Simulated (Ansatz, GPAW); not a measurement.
Ga: 3 runs at one level of theory

```
Ga
1.0
     1.45000   -4.06500    0.00000
     1.45000    4.06500    0.00000
     0.00000    0.00000    3.17000
Ga
2
Direct
  0.13300 0.86700 0.75000
  0.86700 0.13300 0.25000
```

This isn't the form of Ga at room conditions, which is orthorhombic.

Alike in all runs: task band structure; functional PBEsol; k mesh 10 × 10 × 8; occupations fermi-dirac, width 0.05 eV; no spin polarisation; no spin-orbit coupling. Pressure is positive in compression and, in plane waves, holds the error of the finite cutoff, which Ansatz's Pulay term estimates and takes out.

| program and potentials | plane-wave cutoff (eV) | notes | pressure (GPa) | largest force (eV/Å) |
| --- | --- | --- | --- | --- |
| Ansatz, Ansatz PAW | 420 | potentials made for PBE, which Ansatz adapts in part; 13 valence electrons an atom on average; Pulay term of +0.04 GPa included | -2.11 | 0.211 |
| Ansatz, all-electron LAPW, scalar-relativistic | - | - | ? | ? |
| GPAW, PAW data sets generated for this functional | 600 | 3 valence electrons an atom on average | -1.67 | 0.228 |

**Question.** Estimate from the other rows what the run with Ansatz, all-electron LAPW, scalar-relativistic gave.

**Answer.** Pressure -2.08 GPa; largest force 0.210 eV/Å. The other rows, which needn't bracket it: pressure -2.11 to -1.67; largest force 0.211 to 0.228.
